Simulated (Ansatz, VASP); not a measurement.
# BN in VASP and in Ansatz

Contents of INCAR:

```
  ALGO = Normal
  EDIFF = 1E-7
  ENCUT = 520
  GGA = PS
  ISIF = 2
  ISMEAR = -1
  LASPH = True
  LCHARG = False
  LREAL = False
  LWAVE = False
  NBANDS = 11
  NELM = 100
  PREC = Accurate
  SIGMA = 0.08
```

The input KPOINTS:

```
k-points
0
Gamma
  17 17 17
```

The input POSCAR:

```
BN
1.0
    0.0000000000      1.5536269857      1.5536269857
    1.5536269857      0.0000000000      1.5536269857
    1.5536269857      1.5536269857      0.0000000000
B N
1 1
Direct
    0.0000000000      0.0000000000      0.0000000000
    0.2500000000      0.2500000000      0.2500000000
```

Input for Ansatz:

```yaml
crystal:
  lattice:
    - [0.0, 1.5536269857, 1.5536269857]
    - [1.5536269857, 0.0, 1.5536269857]
    - [1.5536269857, 1.5536269857, 0.0]
  atoms:
    - { symbol: B, position: [0.0, 0.0, 0.0] }
    - { symbol: "N", position: [0.25, 0.25, 0.25] }
kpoints:
  mp_grid: { grid: [17, 17, 17] }
scf:
  occupations: { method: fermi_dirac, width: 0.08 }
hamiltonian:
  xc: pbesol
  pseudopotentials: { kind: paw }
output:
  forces: true
  stress: true
  eigenvalues: true
  populations: true
```

Change from the starting cell: volume scaled by 0.64, PAW files.

Alike in both runs: task single point; functional PBEsol; k mesh 17 × 17 × 17; occupations fermi-dirac, width 0.08 eV; no spin polarisation.

|  | VASP | Ansatz |
| --- | --- | --- |
| version | VASP 6.6.1 | Ansatz 0.2.0 |
| potentials or method | VASP PAW PBE potentials, release 64 (B, N) | PAW with Ansatz's default frozen-core files, scalar-relativistic |
| plane-wave cutoff (eV) | 520 | 420 |
| valence electrons in the cell | 8 | 8 |

|  | VASP | Ansatz | Ansatz less VASP |
| --- | --- | --- | --- |
| gap on the k mesh at the Fermi level (eV) | 4.72 | 4.76 | +0.041 |
| pressure (GPa) | 384.2 | 380.7 | -3.46 |

Caveats: the cell as given lies far from equilibrium; so large a pressure means that the cell lies far from this level's equilibrium, or that cutoff or potentials fall short (VASP); the potentials were made for another functional, which shifts forces and pressure (VASP); an odd mesh through Γ misses points on the zone boundary, where band edges often lie.
